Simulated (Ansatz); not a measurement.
A calculation with Ansatz 0.2.0 of Ta (native input, structure by space group and Wyckoff sites):

Contents of input.yaml:

```yaml
crystal:
  lattice: { a: 3.30256, b: 3.30256, c: 3.30256, alpha: 90.0, beta: 90.0, gamma: 90.0 }
  space_group: 229
  reduce_to_primitive: true
  atoms:
    - { symbol: Ta, wyckoff: "2a", position: [0.0, 0.0, 0.0] }
hamiltonian:
  xc: blyp
  pseudopotentials: { kind: nc_fr, accuracy: standard }
magnetization:
  noncollinear: true
  spin_orbit: true
kpoints:
  mp_grid: { grid: [11, 11, 11] }
scf:
  occupations: { method: fermi_dirac, width: 0.1 }
  n_extra_bands: 6
output:
  forces: true
  stress: true
  eigenvalues: true
  dos: { projected: true, de: 0.05, nscf_kmesh: { grid: [17, 17, 17] } }
```

Potentials or basis: PseudoDojo standard (PBE files).

Command:

```bash
$ ansatz run input.yaml --threads 1 --pin off --max-ram 2560MiB --backend cpu --events-out ev --progress --plain --runs-dir out
```

Q: Write the same calculation in another form: native input, structure typed inline.

A: As run:

input.yaml

```yaml
crystal:
  lattice:
    - [-1.65128, 1.65128, 1.65128]
    - [1.65128, -1.65128, 1.65128]
    - [1.65128, 1.65128, -1.65128]
  atoms:
    - { symbol: Ta, position: [0.0, 0.0, 0.0] }
hamiltonian:
  xc: blyp
  pseudopotentials: { kind: nc_fr, accuracy: standard }
magnetization:
  noncollinear: true
  spin_orbit: true
kpoints:
  mp_grid: { grid: [11, 11, 11] }
scf:
  occupations: { method: fermi_dirac, width: 0.1 }
  n_extra_bands: 6
output:
  forces: true
  stress: true
  eigenvalues: true
  dos: { projected: true, de: 0.05, nscf_kmesh: { grid: [17, 17, 17] } }
```

Potentials or basis: PseudoDojo standard (PBE files).

Command:

```sh
$ ansatz run input.yaml --threads 1 --pin off --max-ram 2560MiB --backend cpu --events-out ev --progress --plain --runs-dir out
```

Both were run:

|  | native input, structure by space group and Wyckoff sites | native input, structure typed inline |
| --- | --- | --- |
| Pressure | 9.1 GPa | 9.1 GPa |
| Band gap on the k mesh | none (metal or under the smearing width) | none (metal or under the smearing width) |
| Density of states at the Fermi level | 1.42 states/eV per cell | 1.42 states/eV per cell |

Keys that steer only the numerical path or the files written may differ.

Caveat: the potentials were made for another functional, which shifts forces and pressure.
